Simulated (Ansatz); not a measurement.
Consider the substitution at a C–Si bond: `C[SiH]1[CH2][Al]1[SH]` + `N=C(N)O` → `CNC(=N)O` + `[SH][Al]1[CH2][SiH2]1`.

Gas-phase electronic energies from Ansatz, PBE0-D4/def2-TZVP geometries. CBS: MP2 limit from def2 TZ/QZ plus the TZ coupled-cluster correction, frozen cores. Functionals use def2-TZVPP. One conformer a species, not always the lowest.

`C[SiH]1[CH2][Al]1[SH]`:

Cartesian coordinates in Å:
```
C -0.150 -1.970 0.949
Si 0.479 -0.620 -0.187
C -0.773 0.455 -1.172
Al 0.354 1.700 -0.182
S 0.567 3.855 0.047
H 0.659 -2.356 1.574
H -0.555 -2.799 0.362
H -0.937 -1.593 1.605
H 1.532 -1.154 -1.099
H -1.752 0.453 -0.671
H -0.919 0.290 -2.239
H 1.496 3.739 1.012
```

`N=C(N)O`:

```xyz
8

N     1.184    0.547   -0.427
C     0.112   -0.016   -0.052
N    -1.118    0.445   -0.415
O    -0.026   -1.136    0.705
H     2.015    0.045   -0.135
H    -1.124    1.373   -0.799
H    -1.893    0.190    0.171
H     0.849   -1.447    0.952
```

`CNC(=N)O`:

```xyz
11

C    -0.886    0.584    1.202
N    -0.494   -0.486    0.324
C     0.425   -0.274   -0.648
N     0.857    0.885   -0.941
O     0.758   -1.461   -1.228
H    -1.734    0.254    1.803
H    -0.075    0.902    1.866
H    -1.186    1.447    0.609
H    -0.580   -1.434    0.645
H     1.490    0.877   -1.732
H     1.423   -1.293   -1.901
```

`[SH][Al]1[CH2][SiH2]1`:

```xyz
9

S     0.882   -3.013    0.331
Al    0.312   -0.940    0.012
C    -0.520    0.540    0.957
Si   -0.130    1.178   -0.828
H     1.441   -3.125   -0.888
H    -1.548    0.611    1.311
H     0.147    0.991    1.701
H    -1.351    1.397   -1.651
H     0.767    2.360   -0.944
```

| level | ΔE (eV) |
| --- | --- |
| PBE-D4 | 0.68 |
| r2SCAN-D4 | 0.70 |
| PBE | 0.68 |
| r2SCAN | 0.70 |
| SCS-MP2/def2-TZVPP | 0.66 |
| MP2/def2-QZVPP | 0.72 |
| SCS-MP2/def2-QZVPP | 0.67 |
| CCSD/CBS(def2) | 0.67 |

(1) What does CCSD(T)/CBS give? (Estimate.)

Largest T1 diagnostic among the species: 0.013.

## Answers

(1) Ansatz gave: +0.68 eV. The listed levels differ from it by 0.00, 0.02, 0.00, 0.02, -0.02, 0.04, -0.01, -0.01 eV.

In def2-TZVPP, CCSD(T) changes the Hartree–Fock value by +0.07 eV (the triples alone add +0.01 eV) and MP2 by +0.11 eV.

CCSD(T)/CBS has its own doubt, a few kJ/mol and more with outer-core shells, so smaller differences from it don't rank the levels.
